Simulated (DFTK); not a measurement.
The system is Te.

```
Te
1.0
     4.45400    0.00000    0.00000
    -2.22700    3.85728    0.00000
     0.00000    0.00000    5.92400
Te
3
Cartesian
  1.6279 2.8197 0.0000
  -0.5991 1.0376 3.9493
  1.1981 0.0000 1.9747
```

Base run:

| Quantity | Value |
| --- | --- |
| Program | DFTK 0.8.2 |
| Functional | PBEsol |
| Potentials or basis | cp2k.nc.sr.pbe.v0_1.semicore.gth (PBE, GTH) |
| Cutoff | 544 eV |
| k mesh | 7 × 7 × 5 |
| Occupations | fermi-dirac, width 0.05 eV |
| Spin | no spin polarisation |

Its results: pressure 0.2 GPa; largest force 0.337 eV/Å.

**Question.** After a change of settings the same cell gave: pressure 1.5 GPa; largest force 0.066 eV/Å. Which change was it?
A. potentials or basis from cp2k.nc.sr.pbe.v0_1.semicore.gth (PBE, GTH) to dojo.nc.sr.pbesol.v0_4_1.standard.upf (PBEsol); cutoff from 544 eV to 1088 eV; valence electrons from 18 to 48
B. functional from PBEsol to r2SCAN; cutoff from 544 eV to 707 eV; k mesh from 7 × 7 × 5 to 5 × 5 × 4
C. functional from PBEsol to LDA; potentials or basis from cp2k.nc.sr.pbe.v0_1.semicore.gth (PBE, GTH) to cp2k.nc.sr.lda.v0_1.largecore.gth (LDA, GTH)

**Answer.** B.

Caveats: GTH potentials come without recommended cutoffs, and this one wasn't checked for convergence; the potentials were made for another functional, which shifts forces and pressure.

Runs at the PBE level aren't shown here.
